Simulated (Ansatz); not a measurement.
# 2H-CrOS bilayer (2H stacking) in a perpendicular field, part 2 of 3

Aim: how the 2H-CrOS bilayer (2H stacking) screens a field along its normal, and what the field does to its bands. A positive field points along +c.

Ansatz 0.2.0; plane-wave DFT, PBE-D3(BJ), Ansatz PAW (the session's first sound run).

So far. Step 2 (Relaxing the slab): The lattice constant a goes from 2.842 to 2.813 Å.

## Step 3: Atoms held, field 0

A sawtooth potential applies the field, turning back in the middle of the vacuum. With the dipole correction the typed value is the field outside the slab. The induced dipole is small, so the SCF threshold is tight.

The cell differs from the one that the last finished run ended in (c 40.340 → 26.057 Å).

input.yaml reads:

```yaml
crystal:
  lattice:
    - [2.8128241476, 0.0, 0.0]
    - [-1.4064120738, 2.4359771682, 0.0]
    - [0.0, 0.0, 26.0570687707]
  atoms:
    - { symbol: S, position: [0.3333333333, 0.6666666667, 0.3453957189] }
    - { symbol: Cr, position: [0.0, 0.0, 0.4051160634] }
    - { symbol: O, position: [0.3333333333, 0.6666666667, 0.4463148169] }
    - { symbol: S, position: [0.0, 0.0, 0.5539152956] }
    - { symbol: Cr, position: [0.3333333333, 0.6666666667, 0.6139361897] }
    - { symbol: O, position: [0.0, 0.0, 0.6546042811] }
kpoints:
  mp_grid: { grid: [18, 18, 1] }
  band_path:
    path: [[0, 0, 0], [0.5, 0, 0], [0.33333333, 0.33333333, 0], [0, 0, 0]]
    npoints: 16
hamiltonian:
  xc: pbe
  dispersion: d3bj
scf:
  occupations: { method: fermi_dirac, width: 0.02585 }
  convergence: { dr2_threshold: 1.0e-10 }
efield:
  axis: 3
  dipole_correction: true
  ramp_position: 0.97
  ramp_width: 0.06
  amplitude: 0
output:
  dos: { projected: true, e_range: [-6, 5] }
  bader: true
  write_potential: true
  write_density: true
  volumetric_format: npy
  elf: true
```

Command:

```
> ansatz run input.yaml --threads 2 --pin off --max-ram 3072MiB --backend cpu --events-out ev --progress --plain --runs-dir out
```

Numbers of over 12 decimals in the logs are rounded to 6 here.

Log:

```text
[...]
Crystal: 6 atoms, lattice volume = 178.542 Å³
Basis set: ecut = 420 eV, 3543 PW (Γ)
Bands: 32, of which v1, the nominal top of the filled ones, is band 26 counted from 1 (25 counted from 0)
Symmetry: 6 space group operations
[...]
k-points: 37 of 324 (time reversal used)
[...]
SCF iter   1: F=—  HF=-9697.546684 eV  |F-HF|=—  |Δ(HF+E_count)|=         —  Δρ=1.02e-2  dr2=3.68e-1  ethr=1.77e-3  p=-0.089 e·Å  D=-9.04e-2 V/Å  ΔV_dip=2.36 eV  dr2_dipole=2.53e-2  V_vac-E_F(+/−)=6.70/4.34 eV  ⟨swp⟩=10.5  Hψ=6899  notcnv=0
efield: sawtooth ramp at fractional position 0.9700 (set: `efield.ramp_position`, or a place that a band, a saddle search or an elastic batch's reference lends), width 0.0600; the density the first Hamiltonian is built on has a dipole p = -0.089 e·Å; the dipole correction subtracts the counter field D = -9.04e-2 V/Å, which shifts the + side's vacuum level by +2.36 eV against the − side's; the planar-averaged density in the ramp window peaks in size at 9.0e-6 e/Å³
[...]
SCF iter   2: F=—  HF=-9697.646773 eV  |F-HF|=—  |Δ(HF+E_count)|=   1.00e-1  Δρ=1.54e-2  dr2=1.28e0  ethr=7.08e-4  p=-0.088 e·Å  D=-8.96e-2 V/Å  ΔV_dip=2.34 eV  dr2_dipole=2.97e-1  V_vac-E_F(+/−)=6.94/4.60 eV  ⟨swp⟩=3.0  Hψ=2477  notcnv=0  defer=18  recentre
[...]
SCF iter  15: F=-9697.500296 eV  HF=-9697.500296 eV  |F-HF|=3.46e-11  |Δ(HF+E_count)|=  4.13e-10  Δρ=1.07e-7  dr2=4.02e-11  ethr=1.00e-12  p=-0.106 e·Å  D=-1.08e-1 V/Å  ΔV_dip=2.81 eV  dr2_dipole=1.02e-11  V_vac-E_F(+/−)=7.05/4.24 eV  ⟨swp⟩=4.9  Hψ=3343  notcnv=0
SCF 1 converged in 15 iterations: F = -9697.500296 eV  dr2 = 4.02e-11
[...]
NSCF: frozen V_eff on 49 k-points
efield: sawtooth ramp at fractional position 0.9700 (kept from the solve that this one continues, or follows in the run), width 0.0600; the density the first Hamiltonian is built on has a dipole p = -0.106 e·Å; the dipole correction subtracts the counter field D = -1.08e-1 V/Å, which shifts the + side's vacuum level by +2.81 eV against the − side's; the planar-averaged density in the ramp window peaks in size at 7.7e-6 e/Å³
[...]
SCF converged after 15 iterations
Free energy (F): -9697.500296 eV
[...]
Internal energy: -9697.497293 eV  (E = F + TS)
E sigma→0 (E₀):  -9697.498795 eV
Entropy (-TS):   -0.003003 eV (-0.500 meV/atom)
Fermi energy:    1.359872 eV
Dipole field:    D = -0.107893 V/Å  (p = -0.106456 e·Å, saw-weighted, corrected)
Work function:   Φ+ = 7.0497 eV   Φ− = 4.2382 eV
Levels:          The Fermi level and band energies are counted from a zero that moves with the ramp; work functions are not
[...]
--- Band table (eV; the first three rows and the last of 37) ---
  k-point 0: bands = [... 22 lower, -0.2777, -0.2777, 0.9966, 1.5067, 2.4871, 2.4871, 3.0486, 3.0486, ... 2 higher]
  k-point 1: bands = [... 22 lower, -0.3670, -0.3227, 0.9473, 1.4566, 2.4739, 2.5082, 3.0231, 3.0703, ... 2 higher]
  k-point 2: bands = [... 22 lower, -0.6307, -0.4359, 0.7818, 1.3022, 2.4453, 2.5377, 2.9714, 3.0304, ... 2 higher]
  k-point 36: bands = [... 22 lower, -1.8225, -1.1741, -0.0336, 0.4493, 1.2945, 1.7278, 2.5079, 2.7744, ... 2 higher]
--- Bader charges: 6 sites ---
  site symbol  charge [e]  shift [e]
     0      S     -0.5021     0.0017
     1     Cr      1.3866     0.0004
     2      O     -0.9446     0.0013
     3      S     -0.4410     0.0017
     4     Cr      1.4026     0.0003
     5      O     -0.9015     0.0014
  estimated error of the sums over rays = 7.6e-4 e
```

It took 79 s on 2 threads of Arm Neoverse N1, shared host; peak memory 0.52 GiB.

In the SCF lines HF is the Harris–Foulkes energy and dr2 the Hartree energy of the density residual, in eV; the loop may stop once dr2 is under the threshold and the program's other checks hold. Hψ counts applications of the Hamiltonian.

This step gave:

| Property | Result |
| --- | --- |
| energy at zero smearing | -9697.4988 eV |
| work function, upper face | 7.050 eV |
| work function, lower face | 4.238 eV |
| dipole along the normal | -0.1065 e·Å |
| step between the vacuum levels | 2.811 eV |

Running mean over a fixed 2.8 Å (it still follows the layers) of the planar mean; the ramp of the sawtooth is left out. Table of electron's electrostatic potential energy less the Fermi level by z:

```tsv
z (Å)	electron's electrostatic potential energy less the Fermi level (eV)
4	4.24
5	4.24
6	4.19
7	3.17
8	-2.32
9	-7.56
10	-11.9
11	-9.00
12	-3.11
13	-0.809
14	-4.29
15	-10.4
16	-10.3
17	-5.29
18	2.11
19	6.70
20	7.04
21	7.05
22	7.05
23	7.05
```

The density of states has structure finer than the step of the table below, so its rows give means over 0.25 eV, whole bins alone (the curve runs from -6 to 1.61 eV). Peaks (eV: height): -4.700: 18.2, -4.260: 13.1, -3.270: 16.5, -2.500: 12.6, -1.510: 12.6, -0.980: 12.5, 0.860: 11.5.

Density of states against energy, zero at the Fermi level; means over each step:

```tsv
energy (eV)	density of states (states/eV a cell)
-5.75	4.44
-5.50	5.42
-5.25	3.46
-5.00	4.69
-4.75	9.07
-4.50	3.32
-4.25	7.29
-4.00	3.95
-3.75	1.55
-3.50	1.60
-3.25	5.40
-3.00	4.01
-2.75	3.97
-2.50	7.42
-2.25	2.88
-2.00	2.58
-1.75	1.04
-1.50	5.76
-1.25	0.853
-1.00	5.65
-0.75	1.61
-0.50	0.969
-0.25	0.479
0.00	1.18
0.25	2.86
0.50	6.87
0.75	5.50
1.00	8.45
1.25	4.83
```

Projected DOS per atom over height of the atomic layer and energy from the Fermi level. Layers: S Cr O S Cr O from below.

Ten even steps from '_' (0.00 states/eV) to '@' (3.57 states/eV), each cell a mean:
```
__++::..==..
__==..::%%__
..**__..**__
::@@____..__
__::________
____________
________..__
________%%::
__++..______
__==..______
______::--__
..::__==::::
::::__--::..
==::::..____
==..::..____
..________..
..____..--##
__..::..::--
..--##::::==
....::....::
--::==....::
....::..::==
```
Columns: height of the atomic layer (Å) from 9 to 17.1 (not evenly spaced); rows upwards: energy from the Fermi level (eV) from -5.96 to 1.6.

Electronic bands along the path, in eV, zero at the Fermi level:

```tsv
point	band 23	band 24	band 25	band 26	band 27	band 28	band 29	band 30
Γ	-1.64	-1.64	-0.36	0.15	1.13	1.13	1.69	1.69
halfway	-2.52	-2.03	-1.35	-0.79	0.54	0.91	1.04	1.45
M	-2.36	-1.81	-1.57	-0.98	0.40	0.42	0.88	0.91
halfway	-3.16	-2.53	-1.37	-0.85	0.15	0.59	0.86	1.36
K	-3.18	-2.53	-1.39	-0.91	-0.07	0.37	1.15	1.41
halfway	-2.81	-2.31	-1.40	-0.84	0.38	0.79	0.87	1.26
Γ	-1.64	-1.64	-0.36	0.15	1.13	1.13	1.69	1.69
```

Valence density in the ca plane at fractional y = 0.667, with atoms of S and O and Cr within 0.2 Å of it. It is the smooth field of the valence electrons, not physical close to the nuclei.

Values in e/Å³, 5 rows by 16 columns, each cell a mean:
```
 0  0  0  0  0  0  0  1  0  0  0  1  0  0  0  0
 0  0  0  0  0  0  1  0  1  0  0  1  1  1  0  0
 0  0  0  0  0  1  1  0  3  1  0  0  3  7  0  0
 0  0  0  0  0  1  1  0  4  2  0  0  4 10  0  0
 0  0  0  0  0  0  1  0  1  0  0  0  1  1  0  0
```
Columns run along c (16.0 Å, from fractional 0.12 to 0.73 of the cell), rows up along a (2.8 Å). Atoms in or near the plane, at fractional coordinates: S at (0.35, 0.33), O at (0.45, 0.33), Cr at (0.61, 0.33).

Electrostatic potential energy in the ca plane at fractional y = 0.667, with atoms of S and O and Cr within 0.2 Å of it. With pseudopotentials it is smooth inside the atoms' cores, unlike the true potential.

Ten even steps from '0' (-39 eV) to '9' (7 eV), each cell a mean:
```
99999999999999999998887645789999986568888889
99999999999999999998887645789999986568888889
99999999999999999987667766789999987777656789
99999999999999999962126788535899998885201589
99999999999999999840203787100699999883000279
99999999999999999840203787100699999873000279
99999999999999999861015788424899998885101489
99999999999999999986567767889999987777545789
```
Columns run along c (16.0 Å, from fractional 0.07 to 0.68 of the cell; values clipped at the 3rd and 97th percentile), rows up along a (2.8 Å). Atoms in or near the plane, at fractional coordinates: S at (0.35, 0.33), O at (0.45, 0.33), Cr at (0.61, 0.33).

ELF in the ca plane at fractional y = 0.667, with atoms of S and O and Cr within 0.2 Å of it. It is the smooth field of the valence electrons, not physical close to the nuclei.

Ten even steps from '0' (0.00) to '9' (0.94), each cell a mean:
```
00000000000000000123432121111001688876312576
00000000000000000123332121011001688876322576
00000000000000013577775211355300367774121244
00000000000000147998677413788730124442465211
00000000000000368996147415757850001223898410
00000000000000368996137415747950001213898410
00000000000000147998677414788830023432575211
00000000000000013678886211466410367763121244
```
Columns run along c (16.0 Å, from fractional 0.07 to 0.68 of the cell), rows up along a (2.8 Å). Atoms in or near the plane, at fractional coordinates: S at (0.35, 0.33), O at (0.45, 0.33), Cr at (0.61, 0.33).

The work function of the upper face is 7.05 eV.

## Step 4: Single point, field 0.05 V/Å

input.yaml: that of step 3 with these lines changed.

```diff
@@ -28,6 +28,4 @@
   ramp_width: 0.06
-  amplitude: 0
+  amplitude: 0.05
 output:
-  dos: { projected: true, e_range: [-6, 5] }
-  bader: true
   write_potential: true
@@ -35,2 +33 @@
   volumetric_format: npy
-  elf: true
```

Log:

```text
[...]
Crystal: 6 atoms, lattice volume = 178.542 Å³
Basis set: ecut = 420 eV, 3543 PW (Γ)
Bands: 32, of which v1, the nominal top of the filled ones, is band 26 counted from 1 (25 counted from 0)
Symmetry: 6 space group operations
[...]
k-points: 37 of 324 (time reversal used)
[...]
k-point 0: bands = [... 22 lower, -0.2837, -0.2837, 0.9880, 1.5031, 2.4780, 2.4780, 3.0436, 3.0436, ... 2 higher]
  k-point 1: bands = [... 22 lower, -0.3730, -0.3288, 0.9386, 1.4530, 2.4648, 2.4991, 3.0183, 3.0653, ... 2 higher]
  k-point 2: bands = [... 22 lower, -0.6368, -0.4420, 0.7730, 1.2984, 2.4360, 2.5285, 2.9665, 3.0189, ... 2 higher]
  k-point 36: bands = [... 22 lower, -1.8342, -1.1783, -0.0434, 0.4434, 1.2856, 1.7216, 2.4971, 2.7648, ... 2 higher]
[key lines of the parts left out:]
SCF converged after 21 iterations
Free energy (F): -9697.495431 eV
Fermi energy:    1.352741 eV
Dipole field:    D = -0.089365 V/Å  (p = -0.088176 e·Å, saw-weighted, corrected)
```

The job ended after 52 s (2 threads; peak memory 0.5 GiB; 99 s of CPU time).

The dipole is -0.0882 e·Å, 0.0183 e·Å from its value without field.

## Step 5: Single point, field -0.05 V/Å

input.yaml: that of step 4 with these lines changed.

```diff
@@ -28,3 +28,3 @@
   ramp_width: 0.06
-  amplitude: 0.05
+  amplitude: -0.05
 output:
```

Log:

```text
[...]
Crystal: 6 atoms, lattice volume = 178.542 Å³
Basis set: ecut = 420 eV, 3543 PW (Γ)
Bands: 32, of which v1, the nominal top of the filled ones, is band 26 counted from 1 (25 counted from 0)
Symmetry: 6 space group operations
[...]
k-points: 37 of 324 (time reversal used)
[...]
k-point 0: bands = [... 22 lower, -0.2718, -0.2718, 1.0052, 1.5100, 2.4961, 2.4961, 3.0535, 3.0535, ... 2 higher]
  k-point 1: bands = [... 22 lower, -0.3611, -0.3168, 0.9560, 1.4600, 2.4829, 2.5172, 3.0279, 3.0752, ... 2 higher]
  k-point 2: bands = [... 22 lower, -0.6247, -0.4300, 0.7906, 1.3059, 2.4545, 2.5468, 2.9761, 3.0419, ... 2 higher]
  k-point 36: bands = [... 22 lower, -1.8109, -1.1701, -0.0239, 0.4549, 1.3033, 1.7339, 2.5187, 2.7839, ... 2 higher]
[key lines of the parts left out:]
SCF converged after 21 iterations
Free energy (F): -9697.506076 eV
Fermi energy:    1.366929 eV
Dipole field:    D = -0.126404 V/Å  (p = -0.124721 e·Å, saw-weighted, corrected)
```

Run time: 52 s. Hardware: 2 threads; peak memory 0.5 GiB; 99 s of CPU time.

The dipole is -0.125 e·Å, -0.0183 e·Å from its value without field.

## Step 6: Single point, field 0.1 V/Å

input.yaml: that of step 5 with these lines changed.

```diff
@@ -28,3 +28,3 @@
   ramp_width: 0.06
-  amplitude: -0.05
+  amplitude: 0.1
 output:
```

Log:

```text
[...]
Crystal: 6 atoms, lattice volume = 178.542 Å³
Basis set: ecut = 420 eV, 3543 PW (Γ)
Bands: 32, of which v1, the nominal top of the filled ones, is band 26 counted from 1 (25 counted from 0)
Symmetry: 6 space group operations
[...]
k-points: 37 of 324 (time reversal used)
[...]
k-point 0: bands = [... 22 lower, -0.2899, -0.2899, 0.9792, 1.4995, 2.4688, 2.4688, 3.0384, 3.0384, ... 2 higher]
  k-point 1: bands = [... 22 lower, -0.3792, -0.3349, 0.9297, 1.4492, 2.4556, 2.4898, 3.0132, 3.0601, ... 2 higher]
  k-point 2: bands = [... 22 lower, -0.6430, -0.4482, 0.7640, 1.2944, 2.4266, 2.5192, 2.9615, 3.0073, ... 2 higher]
  k-point 36: bands = [... 22 lower, -1.8460, -1.1826, -0.0534, 0.4374, 1.2766, 1.7152, 2.4861, 2.7551, ... 2 higher]
[key lines of the parts left out:]
SCF converged after 21 iterations
Free energy (F): -9697.491479 eV
Fermi energy:    1.345520 eV
Dipole field:    D = -0.070836 V/Å  (p = -0.069893 e·Å, saw-weighted, corrected)
```

Wall time 51 s (2 threads); peak memory 0.5 GiB.

The dipole is -0.0699 e·Å, 0.0366 e·Å from its value without field.

## Step 7: Atoms held, field 0.2 V/Å

input.yaml: that of step 6 with these lines changed.

```diff
@@ -28,3 +28,3 @@
   ramp_width: 0.06
-  amplitude: 0.1
+  amplitude: 0.2
 output:
```

Log:

```text
[...]
Crystal: 6 atoms, lattice volume = 178.542 Å³
Basis set: ecut = 420 eV, 3543 PW (Γ)
Bands: 32, of which v1, the nominal top of the filled ones, is band 26 counted from 1 (25 counted from 0)
Symmetry: 6 space group operations
[...]
k-points: 37 of 324 (time reversal used)
[...]
k-point 0: bands = [... 22 lower, -0.3026, -0.3026, 0.9613, 1.4917, 2.4501, 2.4501, 3.0276, 3.0276, ... 2 higher]
  k-point 1: bands = [... 22 lower, -0.3920, -0.3477, 0.9117, 1.4413, 2.4369, 2.4712, 3.0027, 3.0493, ... 2 higher]
  k-point 2: bands = [... 22 lower, -0.6559, -0.4611, 0.7458, 1.2860, 2.4075, 2.5003, 2.9508, 2.9839, ... 2 higher]
  k-point 36: bands = [... 22 lower, -1.8699, -1.1916, -0.0735, 0.4250, 1.2583, 1.7020, 2.4640, 2.7354, ... 2 higher]
[key lines of the parts left out:]
SCF converged after 19 iterations
Free energy (F): -9697.486319 eV
Fermi energy:    1.330796 eV
Dipole field:    D = -0.033745 V/Å  (p = -0.033296 e·Å, saw-weighted, corrected)
```

It took 50 s on 2 threads; peak memory 0.5 GiB; 97 s of CPU time.

The dipole is -0.0333 e·Å, 0.0732 e·Å from its value without field.

## Step 8: Atoms held, field 0.3 V/Å

input.yaml: that of step 7 with these lines changed.

```diff
@@ -28,4 +28,6 @@
   ramp_width: 0.06
-  amplitude: 0.2
+  amplitude: 0.3
 output:
+  dos: { projected: true, e_range: [-6, 5] }
+  bader: true
   write_potential: true
@@ -33 +35,2 @@
   volumetric_format: npy
+  elf: true
```

Log:

```text
[...]
Crystal: 6 atoms, lattice volume = 178.542 Å³
Basis set: ecut = 420 eV, 3543 PW (Γ)
Bands: 32, of which v1, the nominal top of the filled ones, is band 26 counted from 1 (25 counted from 0)
Symmetry: 6 space group operations
[...]
k-points: 37 of 324 (time reversal used)
[...]
k-point 36: bands = [... 22 lower, -1.8941, -1.2011, -0.0940, 0.4121, 1.2395, 1.6882, 2.4414, 2.7153, ... 2 higher]
--- Bader charges: 6 sites ---
  site symbol  charge [e]  shift [e]
     0      S     -0.5131     0.0017
     1     Cr      1.3862     0.0003
     2      O     -0.9441     0.0013
     3      S     -0.4416     0.0017
     4     Cr      1.4041     0.0003
     5      O     -0.8915     0.0014
  estimated error of the sums over rays = 7.4e-4 e
[key lines of the parts left out:]
SCF converged after 19 iterations
Free energy (F): -9697.484820 eV
Fermi energy:    1.315644 eV
Dipole field:    D = 0.003362 V/Å  (p = 0.003318 e·Å, saw-weighted, corrected)
```

Elapsed: 88 s, on 2 threads; peak memory 0.5 GiB; 2.8 min of CPU time.

The dipole is 0.00332 e·Å, 0.110 e·Å from its value without field.

## Step 9: Response, atoms held

This step: plane-wave DFT, PBE-D3(BJ), Ansatz PAW; response to a field along the normal, atoms held (Ansatz 0.2.0).

The dipoles give the slope, and the difference of two potentials shows where the field is screened.

This step gave:

```
equivalent conductor thickness p/(ε₀AE) : 9.653 Å
distance between the outer atoms        : 8.057 Å
```

Table of dipole of the cell by applied field:

```tsv
applied field (V/Å)	dipole of the cell (e·Å)
-0.050	-0.125
0.000	-0.106
0.050	-0.0882
0.100	-0.0699
0.200	-0.0333
0.300	0.00332
```

Local field over the applied field, running mean. From the potentials at -0.05 and 0.05 V/Å; running mean over 2.5 Å. Table of local field over applied field by z:

```tsv
z (Å)	local field over applied field
4.5	0.999
5.0	0.997
5.5	0.990
6.0	0.969
6.5	0.917
7.0	0.806
7.5	0.646
8.0	0.469
8.5	0.289
9.0	0.148
9.5	0.0666
10.0	0.0293
10.5	0.0157
11.0	0.0177
11.5	0.0169
12.0	0.0156
12.5	0.0194
13.0	0.0194
13.5	0.0167
14.0	0.00998
14.5	0.00693
15.0	0.00775
15.5	0.0136
16.0	0.0505
16.5	0.130
17.0	0.271
17.5	0.447
18.0	0.634
18.5	0.797
19.0	0.918
19.5	0.974
20.0	0.993
20.5	0.998
21.0	0.999
21.5	1.000
22.0	1.000
```

The induced electron density oscillates, so the rows of the table below give means over windows of 0.5 Å about each position, cut where the curve ends. Its maxima inside the range that stand out by 2 % of the span (Å: e/Å³ per V/Å): 7.96: 0.00376, 9.12: 0.00128, 10.57: 0.00184, 11.29: 2.1e-4, 13.61: 1.9e-4, 15.63: 2.1e-4, 16.36: 4.8e-4, 17.08: -9.1e-4. Its minima: 8.83: 8.4e-4, 10.13: -0.00113, 11.00: -6.4e-4, 12.16: -2.4e-4, 15.34: -5.5e-4, 15.92: -4.0e-4, 16.79: -0.00255, 17.66: -0.00423.

Electrons, planar mean, per unit field. Induced electron density against z; means over each step:

```tsv
z (Å)	induced electron density (e/Å³ per V/Å)
4.5	4.1e-6
5.0	1.4e-5
5.5	4.6e-5
6.0	1.5e-4
6.5	4.3e-4
7.0	0.00113
7.5	0.00256
8.0	0.00355
8.5	0.00183
9.0	0.00108
9.5	2.7e-4
10.0	-7.7e-4
10.5	8.5e-4
11.0	-2.1e-4
11.5	8.5e-5
12.0	-1.7e-4
12.5	-1.5e-4
13.0	4.3e-5
13.5	1.8e-4
14.0	1.3e-4
14.5	1.2e-4
15.0	-1.5e-4
15.5	-1.7e-4
16.0	-6.2e-5
16.5	-7.8e-4
17.0	-0.00168
17.5	-0.00353
18.0	-0.00305
18.5	-0.00120
19.0	-3.8e-4
19.5	-1.1e-4
20.0	-2.9e-5
20.5	-7.5e-6
21.0	-1.9e-6
21.5	-5.1e-7
22.0	-1.7e-7
```

By hand: between -0.05 and 0.05 V/Å the dipole changes by 0.03655 e·Å, a slope of 0.3655 e·Å²/V. A perfect conductor of thickness t has p = ε₀AEt, so t = 180.95 × 0.3655 / 6.852 = 9.65 Å (e/ε₀ = 180.95 V·Å, A in Å²).

The induced dipole is that of a conductor 9.65 Å thick.

(Part 2 of 3 ends here.)

[Logs are printed without paths, hosts, clocks, repeated set-up lines and the standing remarks that a program may print on its own settings, such as how far it seeks lower states.]

[Hosts, paths, dates, database ids (printed as entryN), source tags and the programs' standing remarks are cut or masked in the printed files.]

[Maps of the electrostatic potential energy from Ansatz leave out the sawtooth potential of an applied field or a dipole correction, so their vacuum need not be flat; planar profiles and work functions include it.]

[The density of states shown here was stored with 400 of the rows of the run's finer table, so its peaks can read low, often by over a quarter, or be missed, and its means over a window can be off by a tenth or more.]
